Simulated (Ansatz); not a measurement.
Write the native input for Ansatz 0.2.0 that does the following.

| Quantity | Value |
| --- | --- |
| Task | electrostatic potential |
| Functional | r2SCAN50 |
| Potentials or basis | Ansatz PAW |
| Cutoff | 500 eV (not typed: the program's choice for these potentials) |
| k mesh | 6 × 6 × 6 |
| Occupations | fermi-dirac, width 0.15 eV |
| Spin | no spin polarisation |

Crystal: TiAl.

```xyz
2
Lattice="3.1791 0.0000 0.0000 0.0000 3.1791 0.0000 0.0000 0.0000 3.1791" Properties=species:S:1:pos:R:3 pbc="T T T"
Ti    0.0000    0.0000    0.0000
Al    1.5895    1.5895    1.5895
```

The cell comes from a database or a generator and needn't be the stable form of this composition.

One way to write it, as run:

input.yaml

```yaml
crystal:
  lattice: { a: 3.179064, b: 3.179064, c: 3.179064, alpha: 90.0, beta: 90.0, gamma: 90.0 }
  space_group: 221
  reduce_to_primitive: true
  atoms:
    - { symbol: Ti, wyckoff: "1a", position: [0.0, 0.0, 0.0] }
    - { symbol: Al, wyckoff: "1b", position: [0.5, 0.5, 0.5] }
hamiltonian:
  xc: r2scan50
  pseudopotentials: { kind: paw }
kpoints:
  mp_grid: { grid: [6, 6, 6] }
scf:
  occupations: { method: fermi_dirac, width: 0.15 }
output:
  forces: true
  stress: true
  eigenvalues: true
  write_density: true
  write_potential: true
  elf: true
  volumetric_format: npy
```

Potentials or basis: Ansatz PAW.

Launch:

```sh
$ ansatz run input.yaml --threads 1 --pin off --max-ram 2560MiB --backend cpu --events-out ev --progress --plain --runs-dir out
```

It gave:

```yaml
Pressure: -4.8 GPa
Band_gap_on_the_k_mesh: none (metal or under the smearing width)
```

Caveat: the PAW data sets come from PBE, with cores solved anew for the run's functional, which leaves a small shift of forces and pressure; the thresholds are loose for stress.

It took 29 s on 1 thread of AMD EPYC 9R45 (Zen 5), on a shared host, peak memory 1.5 GiB.
